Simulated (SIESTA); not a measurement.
Crystal: Ca.

```
Ca
1.0
     0.00000    2.79420    2.79420
     2.79420    0.00000    2.79420
     2.79420    2.79420    0.00000
Ca
1
Cartesian
  0.0000 0.0000 0.0000
```

Base run:

```yaml
Program: SIESTA 5.4.2
Functional: PBEsol
Potentials_or_basis: PseudoDojo 0.4 standard (PBEsol files)
Basis: DZP (energy shift 0.003 Ry; two zetas on semicore shells; d shell added on Ca)
Grid_cutoff: 800 Ry
Energy_shift: 0.003 Ry
k_mesh: 8 × 8 × 8
Occupations: fermi-dirac, width 0.05 eV
Spin: no spin polarisation
```

Its results: band gap on the k mesh none (metal or under the smearing width); pressure -1.1 GPa.

The run is repeated on the same cell with these changes: functional from PBEsol to revPBE; potentials or basis from PseudoDojo 0.4 standard (PBEsol files) to PseudoDojo 0.4 standard (PBE files). What comes out?

Band gap on the k mesh none (metal or under the smearing width); pressure 0.2 GPa.

Caveats: the basis of atomic orbitals isn't converged, which shifts pressures, moduli and gaps; the potentials were made for another functional, which shifts forces and pressure (some runs).
